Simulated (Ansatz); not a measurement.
The parent structure is InCuS₂ in the chalcopyrite structure (space group I-42d, No. 122; a = 5.522 Å, c = 11.130 Å).

Method: r2SCAN in Ansatz (plane waves to 500 eV, PAW, no spin-orbit coupling).

Its conduction minimum is a single valley at Γ with mass 0.076 mₑ.

It is then changed as follows: 0.509 electrons added to each cell, a density of 3.0×10^21 cm⁻³, with a uniform compensating background at fixed cell and a 300 K Fermi–Dirac width.

Problem. Where would a parabolic band put the Fermi level, and where does the calculation put it?

Solution. k_F = (3π²n)^(1/3) = 0.446 Å⁻¹, so ħ²k_F²/2m = 10 eV above the band edge at zero temperature. The calculation gives 1.35 eV (to 0.05 eV): the band is strongly non-parabolic or higher valleys fill at this density.

Charged cell with a jellium background: band edges are those of the host's band count, energies are not comparable with the neutral cell, and many-body gap narrowing is missing. The levels and masses belong to the bands next to the band gap. Effective masses come from finite differences of ±0.01 Å⁻¹. Whether these cells are dynamically stable was not tested. The final runs are not spin-polarised.

Ansatz is an electronic-structure program.
